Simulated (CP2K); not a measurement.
# Sn (Immm) in CP2K: relaxation of cell and atoms with LDA

Aim: the relaxation of cell and atoms of Sn with LDA.

Program: CP2K 2026.2. These are calculated values, not measurements. Logs are shortened: lines on timing, memory, paths and dates and some standing lists are left out, and cuts for length are marked.

### 1 The structure

Symmetry: Immm, No. 71, orthorhombic system. The conventional cell has a = 3.453 Å, b = 3.551 Å, c = 4.677 Å, α = 90.00°, β = 90.00°, γ = 90.00°. Sn (site symmetry mmm) has 12 Sn at 3.41 to 3.55 Å as nearest neighbours.

This isn't the form of Sn at room conditions, which is tetragonal (white tin).

### 2 Relaxation of cell and atoms, LDA

Input file sn_vcrelax.inp:

```
&GLOBAL
  PROJECT sn_vcrelax
  RUN_TYPE CELL_OPT
  PRINT_LEVEL LOW
&END GLOBAL
&FORCE_EVAL
  METHOD QS
  STRESS_TENSOR ANALYTICAL
  &DFT
    BASIS_SET_FILE_NAME BASIS_MOLOPT_UZH
    POTENTIAL_FILE_NAME GTH_POTENTIALS
    &MGRID
      CUTOFF 450
      REL_CUTOFF 60
      NGRIDS 5
    &END MGRID
    &QS
      METHOD GPW
      EPS_DEFAULT 1.0E-9
      EXTRAPOLATION USE_PREV_P
    &END QS
    &KPOINTS
      SCHEME MONKHORST-PACK 8 8 8
      GAMMA_CENTERED T
    &END KPOINTS
    &SCF
      SCF_GUESS ATOMIC
      EPS_SCF 1.0E-6
      MAX_SCF 100
      ADDED_MOS 8
      CHOLESKY OFF
      EPS_EIGVAL 1.0E-7
      &DIAGONALIZATION ON
        ALGORITHM STANDARD
      &END DIAGONALIZATION
      &MIXING ON
        METHOD BROYDEN_MIXING
        ALPHA 0.4
        BETA 1.5
        NBUFFER 8
      &END MIXING
      &SMEAR ON
        METHOD FERMI_DIRAC
        ELECTRONIC_TEMPERATURE [K] 580.226
      &END SMEAR
    &END SCF
    &XC
      &XC_FUNCTIONAL
        &LDA_X
        &END LDA_X
        &LDA_C_PW
        &END LDA_C_PW
      &END XC_FUNCTIONAL
    &END XC
    &PRINT
      &KPOINTS ON
      &END KPOINTS
      &MULLIKEN ON
        &EACH
          CELL_OPT 0
        &END EACH
        ADD_LAST NUMERIC
      &END MULLIKEN
      &MO ON
        ENERGIES T
        OCCUPATION_NUMBERS T
        &EACH
          QS_SCF 0
          CELL_OPT 0
        &END EACH
        ADD_LAST NUMERIC
      &END MO
    &END PRINT
  &END DFT
  &SUBSYS
    &CELL
      ABC 3.4060750692 3.4060750691 3.4060750691
      ALPHA_BETA_GAMMA 119.0848976338 117.1625875496 93.2893171117
      PERIODIC XYZ
    &END CELL
    &COORD
      Sn  0.0000000000 0.0000000000 0.0000000000
    &END COORD
    &KIND Sn
      BASIS_SET TZVP-MOLOPT-PBE-GTH-q4
      POTENTIAL GTH-PADE-q4
    &END KIND
    &PRINT
      &ATOMIC_COORDINATES ON
      &END ATOMIC_COORDINATES
      &CELL ON
      &END CELL
    &END PRINT
  &END SUBSYS
  &PRINT
    &FORCES ON
    &END FORCES
    &STRESS_TENSOR ON
    &END STRESS_TENSOR
  &END PRINT
&END FORCE_EVAL
&MOTION
  &CELL_OPT
    OPTIMIZER BFGS
    MAX_ITER 40
    MAX_FORCE [eV*angstrom^-1] 0.05
    RMS_FORCE [eV*angstrom^-1] 0.05
    MAX_DR 1.0E-2
    RMS_DR 1.0E-2
    EXTERNAL_PRESSURE [bar] 0.0
    PRESSURE_TOLERANCE [bar] 500
    KEEP_SPACE_GROUP T
  &END CELL_OPT
  &PRINT
    &TRAJECTORY ON
    &END TRAJECTORY
    &CELL ON
    &END CELL
    &FORCES ON
    &END FORCES
    &STRESS ON
    &END STRESS
    &RESTART OFF
    &END RESTART
    &RESTART_HISTORY OFF
    &END RESTART_HISTORY
  &END PRINT
&END MOTION
```

Potentials or basis: GTH_POTENTIALS Sn GTH-PADE-q4; TZVP-MOLOPT-PBE-GTH basis.

Run with:

```
$ OMP_NUM_THREADS=1 cp2k.psmp -i sn_vcrelax.inp -o sn_vcrelax.out
```

sn_vcrelax.out:

```text

 CP2K| version string:                                       CP2K version 2026.2
 CP2K| Input file name                                            sn_vcrelax.inp

 GLOBAL| Force Environment number                                              1
 GLOBAL| Basis set file name                                    BASIS_MOLOPT_UZH
 GLOBAL| Potential file name                                      GTH_POTENTIALS
 GLOBAL| MM Potential file name                                     MM_POTENTIAL
 GLOBAL| Coordinate file name                                      __STD_INPUT__
 GLOBAL| Method name                                                        CP2K
 GLOBAL| Project name                                                 sn_vcrelax
 GLOBAL| Run type                                                       CELL_OPT
 GLOBAL| FFT library                                                       FFTW3
 GLOBAL| Diagonalization library                                       ScaLAPACK
[... 7 lines left out ...]
 GLOBAL| CPU model name                                                  UNKNOWN

 CELL| Volume [angstrom^3]:                                            28.673228
 CELL| Vector a [angstrom]:       3.406     0.000     0.000   |a| =     3.406075
 CELL| Vector b [angstrom]:      -0.195     3.400     0.000   |b| =     3.406075
 CELL| Vector c [angstrom]:      -1.555    -1.748     2.476   |c| =     3.406075
 CELL| Angle (b,c), alpha [degree]:                                   119.084898
 CELL| Angle (a,c), beta  [degree]:                                   117.162588
 CELL| Angle (a,b), gamma [degree]:                                    93.289317
 CELL| Numerically orthorhombic:                                              NO
 CELL| Periodicity                                                           XYZ

 CELL_REF| Volume [angstrom^3]:                                        28.673228
 CELL_REF| Vector a [angstrom     3.406     0.000     0.000   |a| =     3.406075
 CELL_REF| Vector b [angstrom    -0.195     3.400     0.000   |b| =     3.406075
 CELL_REF| Vector c [angstrom    -1.555    -1.748     2.476   |c| =     3.406075
 CELL_REF| Angle (b,c), alpha [degree]:                               119.084898
 CELL_REF| Angle (a,c), beta  [degree]:                               117.162588
 CELL_REF| Angle (a,b), gamma [degree]:                                93.289317
 CELL_REF| Numerically orthorhombic:                                          NO
 CELL_REF| Periodicity                                                       XYZ
[... 9 lines left out ...]
 TOTAL NUMBERS AND MAXIMUM NUMBERS

  Total number of            - Atomic kinds:                                   1
                             - Atoms:                                          1
                             - Shell sets:                                     1
                             - Shells:                                         7
                             - Primitive Cartesian functions:                  4
                             - Cartesian basis functions:                     18
                             - Spherical basis functions:                     17

  Maximum angular momentum of- Orbital basis functions:                        2
                             - Local part of the GTH pseudopotential:          0
                             - Non-local part of the GTH pseudopotential:      4

 MODULE QUICKSTEP: ATOMIC COORDINATES IN ANGSTROM

   Atom Kind Element         X             Y             Z       Z(eff)     Mass
      1    1 Sn   50      0.000000      0.000000      0.000000   4.0000 118.7100

 SCF PARAMETERS         Density guess:                                    ATOMIC
                        --------------------------------------------------------
                        max_scf:                                             100
[... 7 lines left out ...]
                        --------------------------------------------------------
                        level_shift [a.u.]:                             0.000000
                        added MOs                                         8    0
                        --------------------------------------------------------
                        Mixing method:                            BROYDEN_MIXING
[... 11 lines left out ...]
 *******************************************************************************
 BRILLOUIN| K-point scheme                                        Monkhorst-Pack
 BRILLOUIN| K-Point grid                                             8    8    8
 BRILLOUIN| Gamma-centered k-point mesh                                     ON
 BRILLOUIN| K-point symmetry accuracy                               0.100000E-05
 BRILLOUIN| K-Point point group symmetrization                               OFF
 BRILLOUIN| Wavefunction type                                            COMPLEX
 BRILLOUIN| List of Kpoints [2 Pi/Bohr]                                      260
[... 437 lines left out ...]

 *** WARNING in qs_wf_history_methods.F:805 :: Change in cell ***
 *** neighborlist: might affect quality of initial guess      ***

 *** WARNING in qs_wf_history_methods.F:805 :: Change in cell ***
 *** neighborlist: might affect quality of initial guess      ***

 [... this warning repeats ...]

 Extrapolation method: previous_p

 Number of electrons:                                                          4
 Number of occupied orbitals:                                                  2
 Number of molecular orbitals:                                                10
[... 74 lines left out ...]
 OPT| **************************************************************************
 OPT| Step number                                                              3
 OPT| Optimization method                                                   BFGS
 OPT| Total energy [hartree]                                       -3.5630238649
 OPT| Internal pressure [bar]                                   -2937.5898030196
 OPT| Effective energy change [hartree]                            -0.0001325623
 OPT| Predicted energy change [hartree]                            -0.0001137553
 OPT| Scaling factor                                                0.0000000000
 OPT| Step size                                                     0.0572384880
 OPT| Trust radius                                                  0.4724315332
 OPT| Decrease in energy                                                     YES
 OPT|
 OPT| Maximum step size                                             0.0572384880
 OPT| Convergence limit for maximum step size                       0.0100000000
 OPT| Maximum step size is converged                                          NO
 OPT|
 OPT| RMS step size                                                 0.0289721619
 OPT| Convergence limit for RMS step size                           0.0100000000
 OPT| RMS step size is converged                                              NO
 OPT|
 OPT| Maximum gradient                                              0.0007599806
 OPT| Convergence limit for maximum gradient                        0.0009723453
 OPT| Maximum gradient is converged                                          YES
 OPT|
 OPT| RMS gradient                                                  0.0004020215
 OPT| Convergence limit for RMS gradient                            0.0009723453
 OPT| RMS gradient is converged                                              YES
 OPT|
 OPT| Pressure deviation [bar]                                  -2937.5898030196
 OPT| Pressure tolerance [bar]                                    500.0000000000
 OPT| Pressure is converged                                                   NO
 OPT| **************************************************************************
[... 92 lines left out ...]
 OPT| **************************************************************************
 OPT| Step number                                                              4
 OPT| Optimization method                                                   BFGS
 OPT| Total energy [hartree]                                       -3.5630239883
 OPT| Internal pressure [bar]                                    -355.9175113315
 OPT| Effective energy change [hartree]                            -0.0000001234
 OPT| Predicted energy change [hartree]                            -0.0000041835
 OPT| Scaling factor                                                0.0000000000
 OPT| Step size                                                     0.0089514575
 OPT| Trust radius                                                  0.4724315332
 OPT| Decrease in energy                                                     YES
 OPT|
 OPT| Maximum step size                                             0.0089514575
 OPT| Convergence limit for maximum step size                       0.0100000000
 OPT| Maximum step size is converged                                         YES
 OPT|
 OPT| RMS step size                                                 0.0047207565
 OPT| Convergence limit for RMS step size                           0.0100000000
 OPT| RMS step size is converged                                             YES
 OPT|
 OPT| Maximum gradient                                              0.0006657691
 OPT| Convergence limit for maximum gradient                        0.0009723453
 OPT| Maximum gradient is converged                                          YES
 OPT|
 OPT| RMS gradient                                                  0.0003732864
 OPT| Convergence limit for RMS gradient                            0.0009723453
 OPT| RMS gradient is converged                                              YES
 OPT|
 OPT| Pressure deviation [bar]                                   -355.9175113315
 OPT| Pressure tolerance [bar]                                    500.0000000000
 OPT| Pressure is converged                                                  YES
 OPT| **************************************************************************

 *******************************************************************************
 ***                    GEOMETRY OPTIMIZATION COMPLETED                      ***
 *******************************************************************************

 write_final_structure: Optimization converged, writing XYZ file gladly:
  sn_vcrelax-FINAL-1_4.xyz

 write_final_structure: Optimization converged, writing CIF file gladly:
  sn_vcrelax-FINAL-1_4.cif

 write_final_structure: Done!

                    Reevaluating energy at the minimum

 CELL| Volume [angstrom^3]:                                            25.890413
 CELL| Vector a [angstrom]:       3.317     0.000     0.000   |a| =     3.316531
 CELL| Vector b [angstrom]:      -0.203     3.305     0.000   |b| =     3.310765
 CELL| Vector c [angstrom]:      -1.549    -1.753     2.362   |c| =     3.324787
 CELL| Angle (b,c), alpha [degree]:                                   119.854912
 CELL| Angle (a,c), beta  [degree]:                                   117.769725
 CELL| Angle (a,b), gamma [degree]:                                    93.511033
 CELL| Numerically orthorhombic:                                              NO
 CELL| Periodicity                                                           XYZ
[... 253 lines left out ...]
 MO|
 MO|  Index      Eigenvalue [a.u.]        Eigenvalue [eV]             Occupation
 MO|      1              -0.113156              -3.079138               2.000000
 MO|      2               0.198451               5.400137               0.752644
 MO|      3               0.309931               8.433647               0.000000
 MO|      4               0.325758               8.864332               0.000000
 MO|      5               0.509909              13.875330               0.000000
 MO|      6               0.547049              14.885955               0.000000
 MO|      7               0.892865              24.296097               0.000000
 MO|      8               0.916493              24.939031               0.000000
 MO|      9               1.104094              30.043938               0.000000
 MO|     10               1.186960              32.298812               0.000000
 MO| Sum:                                                               2.752644
 MO| E(Fermi):            0.197523 a.u.          5.374878 eV

 [... the levels of further k-points ...]

 !-----------------------------------------------------------------------------!
                     Mulliken Population Analysis

 #  Atom  Element  Kind  Atomic population                           Net charge
       1     Sn       1          4.000000                              0.000000
 # Total charge                              4.000000                  0.000000

 !-----------------------------------------------------------------------------!

 ENERGY| Total FORCE_EVAL ( QS ) energy [hartree]             -3.563023988283876
```

Wall time 51 s (1 thread of Arm Neoverse V2, shared host); peak memory 0.22 GiB.

Results:

```
Free energy               : -96.9548 eV
Energy gained by relaxing : 43.9 meV/atom
Ionic steps               : 6
Pressure after relaxing   : -0.1 GPa
Band gap on the k mesh    : none (metal or under the smearing width)
```

Stress tensor (GPa, compression positive):
```
-0.28 -0.16  0.75
-0.16 -0.72 -0.24
 0.75 -0.24  0.85
```

Step by step:
| step | energy change (eV) | largest force (eV/Å) | volume (Å³) |
| --- | --- | --- | --- |
| 1 | 0.0000 | 0.0000 | 28.67 |
| 2 | -0.0023 | 0.0000 | 28.59 |
| 3 | -0.0403 | 0.0000 | 25.30 |
| 4 | -0.0439 | 0.0000 | 26.01 |
| 5 | -0.0439 | 0.0000 | 25.89 |
| 6 | -0.0439 | 0.0000 | 25.89 |

Caveat: more than 0.5 GPa of stress was left at the end, so the final cell isn't listed; the basis of atomic orbitals isn't converged, which shifts pressures, moduli and gaps.
